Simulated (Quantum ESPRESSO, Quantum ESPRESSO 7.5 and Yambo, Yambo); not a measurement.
# Quasiparticle gap of LiBr (Fm-3m) in Yambo

How does a plane-wave GW calculation on LiBr (Fm-3m) run from the first input to the gap?

Calculated with Quantum ESPRESSO 7.5 and Yambo 5.3.0; PBE and many-body steps on it, plane waves.

Report form: the programs' logs are mostly left out.

### 1. Set-up

Symmetry: Fm-3m, No. 225, cubic system. Conventional cell: a = 5.501 Å, b = 5.501 Å, c = 5.501 Å, α = 90.00°, β = 90.00°, γ = 90.00°. Li has 6 Br at 2.75 Å nearest. Br has 6 Li at 2.75 Å nearest. Farther neighbours and most contacts between anions are not listed.

The cell and positions come from the Crystallography Open Database and are kept as given unless a step says otherwise.

### 2. Ground state

This step: Quantum ESPRESSO 7.5; DFT, PBE with spin-orbit coupling, plane waves, norm-conserving pseudopotentials.

The ground-state density comes first.

pw.in

```
&control
  calculation = 'scf'
  prefix = 'x'
  outdir = 'o'
  pseudo_dir = 'pseudo'
/
&system
  ibrav = 0
  nat = 2
  ntyp = 2
  ecutwfc = 76.0
  nbnd = 30
  force_symmorphic = .true.
  noncolin = .true.
  lspinorb = .true.
/
&electrons
  conv_thr = 1e-10
  electron_maxstep = 80
  mixing_beta = 0.5
/
ATOMIC_SPECIES
  Li 6.94 Li.upf
  Br 79.904 Br.upf
CELL_PARAMETERS angstrom
  0.0000000000 2.7506500000 2.7506500000
  2.7506500000 0.0000000000 2.7506500000
  2.7506500000 2.7506500000 0.0000000000
ATOMIC_POSITIONS crystal
  Li 0.0000000000 0.0000000000 0.0000000000
  Br 0.5000000000 0.5000000000 0.5000000000
K_POINTS automatic
  6 6 6 0 0 0
```

Launch:

```
$ OMP_NUM_THREADS=1 mpirun -n 4 pw.x -nk 4 -in pw.in > pw.out
```

Run time: 18 s. Hardware: 4 MPI ranks of Arm Neoverse V1, shared host; peak memory 0.41 GiB.

This step gave:

```
total energy               : -3882.2354 eV
gap                        : 4.761 eV
k of the valence top       : 0, 0, 0
k of the conduction bottom : 0, 0, 0
least direct gap           : 4.761 eV
```

The gap is direct, at Γ.

### 3. Bands along the symmetry lines

Levels along a band path, at the cheap level, show where the edges lie and whether the meshes to come will hold them.

pw.in

```
&control
  calculation = 'bands'
  prefix = 'x'
  outdir = 'o'
  pseudo_dir = 'pseudo'
/
&system
  ibrav = 0
  nat = 2
  ntyp = 2
  ecutwfc = 76.0
  nbnd = 32
  force_symmorphic = .true.
  noncolin = .true.
  lspinorb = .true.
/
&electrons
  conv_thr = 1e-9
  electron_maxstep = 80
  diago_full_acc = .true.
  diago_thr_init = 5e-6
/
ATOMIC_SPECIES
  Li 6.94 Li.upf
  Br 79.904 Br.upf
CELL_PARAMETERS angstrom
  0.0000000000 2.7506500000 2.7506500000
  2.7506500000 0.0000000000 2.7506500000
  2.7506500000 2.7506500000 0.0000000000
ATOMIC_POSITIONS crystal
  Li 0.0000000000 0.0000000000 0.0000000000
  Br 0.5000000000 0.5000000000 0.5000000000
K_POINTS crystal
  50
  0.00000000 0.00000000 0.00000000 1
  0.06250000 0.00000000 0.06250000 1
  0.12500000 0.00000000 0.12500000 1
  0.18750000 0.00000000 0.18750000 1
  0.25000000 0.00000000 0.25000000 1
  0.31250000 0.00000000 0.31250000 1
  0.37500000 0.00000000 0.37500000 1
  0.43750000 0.00000000 0.43750000 1
  0.50000000 0.00000000 0.50000000 1
  0.51562500 0.03125000 0.51562500 1
  0.53125000 0.06250000 0.53125000 1
  0.54687500 0.09375000 0.54687500 1
  0.56250000 0.12500000 0.56250000 1
  0.57812500 0.15625000 0.57812500 1
  0.59375000 0.18750000 0.59375000 1
  0.60937500 0.21875000 0.60937500 1
  0.62500000 0.25000000 0.62500000 1
  0.37500000 0.37500000 0.75000000 1
  0.32812500 0.32812500 0.65625000 1
  0.28125000 0.28125000 0.56250000 1
  0.23437500 0.23437500 0.46875000 1
  0.18750000 0.18750000 0.37500000 1
  0.14062500 0.14062500 0.28125000 1
  0.09375000 0.09375000 0.18750000 1
  0.04687500 0.04687500 0.09375000 1
  0.00000000 0.00000000 0.00000000 1
  0.06250000 0.06250000 0.06250000 1
  0.12500000 0.12500000 0.12500000 1
  0.18750000 0.18750000 0.18750000 1
  0.25000000 0.25000000 0.25000000 1
  0.31250000 0.31250000 0.31250000 1
  0.37500000 0.37500000 0.37500000 1
  0.43750000 0.43750000 0.43750000 1
  0.50000000 0.50000000 0.50000000 1
  0.50000000 0.46875000 0.53125000 1
  0.50000000 0.43750000 0.56250000 1
  0.50000000 0.40625000 0.59375000 1
  0.50000000 0.37500000 0.62500000 1
  0.50000000 0.34375000 0.65625000 1
  0.50000000 0.31250000 0.68750000 1
  0.50000000 0.28125000 0.71875000 1
  0.50000000 0.25000000 0.75000000 1
  0.50000000 0.21875000 0.71875000 1
  0.50000000 0.18750000 0.68750000 1
  0.50000000 0.15625000 0.65625000 1
  0.50000000 0.12500000 0.62500000 1
  0.50000000 0.09375000 0.59375000 1
  0.50000000 0.06250000 0.56250000 1
  0.50000000 0.03125000 0.53125000 1
  0.50000000 0.00000000 0.50000000 1
```

Run time: 17 s. Hardware: 4 MPI ranks; peak memory 0.3 GiB; 66 s of CPU time.

This step gave:

| Quantity | Value |
| --- | --- |
| gap | 4.761 eV |
| k of the valence top | 0, 0, 0 |
| k of the conduction bottom | 0, 0, 0 |
| least direct gap | 4.761 eV |

The gap is 4.761 eV, as in the run before at this level.

Electronic bands along the path, in eV, zero at the top of the highest filled band:

```
    point  band 17  band 18  band 19  band 20  band 21  band 22  band 23  band 24
        Γ     0.00     0.00     0.00     0.00     4.76     4.76    10.34    10.34
  halfway    -0.91    -0.91    -0.63    -0.63     6.98     6.98     8.08     8.08
        X    -1.45    -1.45    -1.17    -1.17     6.07     6.07     6.94     6.94
  halfway    -1.59    -1.59    -1.18    -1.18     6.25     6.25     7.37     7.37
        U    -2.01    -2.01    -1.01    -1.01     6.47     6.47     8.55     8.55
jump to K    -2.01    -2.01    -1.01    -1.01     6.47     6.47     8.55     8.55
  halfway    -1.08    -1.08    -0.23    -0.23     6.55     6.55     8.68     8.68
        Γ     0.00     0.00     0.00     0.00     4.76     4.76    10.34    10.34
  halfway    -0.47    -0.47    -0.14    -0.14     5.79     5.79     9.03     9.03
        L    -0.61    -0.61    -0.27    -0.27     5.45     5.45     7.93     7.93
  halfway    -1.53    -1.53    -0.75    -0.75     6.88     6.88     7.71     7.71
        W    -2.19    -2.19    -1.29    -1.29     7.83     7.83     8.40     8.40
  halfway    -1.68    -1.68    -1.26    -1.26     6.58     6.58     7.66     7.66
        X    -1.45    -1.45    -1.17    -1.17     6.07     6.07     6.94     6.94
```

### 4. Empty states on the mesh, 4×4×4 mesh, 420 bands

The sums over transitions need many empty states on a uniform mesh; this step solves for them.

pw.in

```
&control
  calculation = 'nscf'
  prefix = 'x'
  outdir = 'o'
  pseudo_dir = 'pseudo'
/
&system
  ibrav = 0
  nat = 2
  ntyp = 2
  ecutwfc = 76.0
  nbnd = 420
  force_symmorphic = .true.
  noncolin = .true.
  lspinorb = .true.
/
&electrons
  conv_thr = 1e-9
  electron_maxstep = 80
  diago_full_acc = .true.
  diago_thr_init = 5e-6
/
ATOMIC_SPECIES
  Li 6.94 Li.upf
  Br 79.904 Br.upf
CELL_PARAMETERS angstrom
  0.0000000000 2.7506500000 2.7506500000
  2.7506500000 0.0000000000 2.7506500000
  2.7506500000 2.7506500000 0.0000000000
ATOMIC_POSITIONS crystal
  Li 0.0000000000 0.0000000000 0.0000000000
  Br 0.5000000000 0.5000000000 0.5000000000
K_POINTS automatic
  4 4 4 0 0 0
```

The job ended after 92 s (4 MPI ranks; peak memory 1.1 GiB; 6.1 min of CPU time).

Numbers from this step:

| Quantity | Value |
| --- | --- |
| gap | 4.761 eV |
| k of the valence top | 0, 0, 0 |
| k of the conduction bottom | 0, 0, 0 |
| least direct gap | 4.761 eV |
| k points computed | 8 |
| lowest point of the top converged band, above the valence top | 156.7152 eV |

On this mesh the gap is 4.761 eV.

### 5. Conversion and set-up

This step: Yambo 5.3.0; conversion and set-up on PBE with spin-orbit coupling, plane waves, norm-conserving pseudopotentials.

The states are converted to the many-body program's format and the q mesh is built.

Launch:

```
$ (cd o/x.save; p2y > p2y.log; mv SAVE ../..); yambo > setup.log
```

Wall time 2.8 s (1 MPI rank); peak memory 0.24 GiB.

### 6. Screening and self-energy, 4×4×4 mesh, 420 bands, screening to 231.3 eV

Now the one-shot GW correction: screening in the RPA, then the self-energy of the levels asked for.

This step: G0W0 on PBE with spin-orbit coupling, plane waves, norm-conserving pseudopotentials.

gw4.in

```
HF_and_locXC
gw0
dyson
ppa
em1d
rim_cut
RandQpts= 1000000
RandGvec= 1 RL
EXXRLvcs= 76 Ry
VXCRLvcs= 304 Ry
Chimod= "HARTREE"
% BndsRnXp
 1 | 420 |
%
NGsBlkXp= 17 Ry
% LongDrXp
 1 | 1 | 1 |
%
% GbndRnge
 1 | 420 |
%
DysSolver= "n"
ExtendOut
PPAPntXp= 27.21138 eV
% QPkrange
 1 | 1 | 17 | 24 |
%
```

Launch:

```
$ OMP_NUM_THREADS=2 mpirun -n 2 yambo -F gw4.in -J gw4 -C gw4 > gw4.log
```

Run time: 12 min. Hardware: 2 MPI ranks; peak memory 1.6 GiB; 40 min of CPU time.

Numbers from this step:

| Quantity | Value |
| --- | --- |
| G0W0 gap on the points computed | 7.704 eV |
| starting gap on the mesh | 4.761 eV |
| k of the valence top | 0, 0, 0 |
| k of the conduction bottom | 0, 0, 0 |
| least direct G0W0 gap on the computed points | 7.704 eV |
| Z at the valence top | 0.8194 |
| Z at the conduction bottom | 0.8479 |

The gap on the mesh goes from 4.76 eV to 7.70 eV, a correction of +2.94 eV.

Limits: finite bands, cutoff and mesh; coarse k mesh. v1 is the top filled band, c1 the lowest empty one. The levels before and after the correction (eV, zero at the valence-band top of each column):

```
           conduction bottom  valence top
Kohn-Sham               4.76         0.00
     G0W0               7.70         0.00
```

```
             level  energy (eV)
Kohn-Sham  Γ v4-v1        0.000
Kohn-Sham  Γ c1-c2        4.761
Kohn-Sham  Γ c3-c4       10.337
     G0W0  Γ v4-v1        0.000
     G0W0  Γ c1-c2        7.704
     G0W0  Γ c3-c4       13.893
```

### 7. Where the time went

Times are wall times on the hardware named with each run, good to a factor of about two.

```
                          step    time  share  memory (GiB)
                  ground state    18 s    2 %          0.41
bands along the symmetry lines    17 s    2 %           0.3
      empty states on the mesh    92 s   11 %           1.1
         conversion and set-up   2.8 s    0 %          0.24
     screening and self-energy  12 min   85 %           1.6
```

### 8. Outcome

- PBE gap: 4.76 eV, direct
- G0W0 gap on the mesh: 7.70 eV
- GW settings: 4×4×4 mesh, 420 bands, screening to 231.3 eV, Godby-Needs plasmon pole
- known limits: not at the basis limit; coarse k mesh

G0W0 moves the gap on the mesh from 4.76 eV to 7.70 eV (+2.94 eV), with Z of 0.82 and 0.85 at the edges. Only 1 of the mesh's irreducible points was corrected, so a valley elsewhere could overtake. The dearest step here is «screening and self-energy». Bands and cutoff are finite, so the gap is not at the basis limit. The miss can reach some tenths of an eV and take either sign; the mesh is an error of its own. In the G0W0 run levels were corrected at 1 k point alone, so a gap called «on the mesh» is the least over those, and an edge elsewhere would be missed. The 4×4×4 mesh is coarse for this cell, which bears on the long-range parts of exchange and screening.

[Paths, hosts, dates, memory and timing lines, banners, echoed tables and standing remarks are left out of the program output.]

[Logs are printed without paths, hosts, clocks, repeated set-up lines and the standing remarks that a program may print on its own settings, such as how far it seeks lower states.]

[Runs of the session that timed out or met a known fault of the program may be left out.]

[Hosts, paths, dates, database ids (printed as entryN), source tags and the programs' standing remarks are cut or masked in the printed files.]
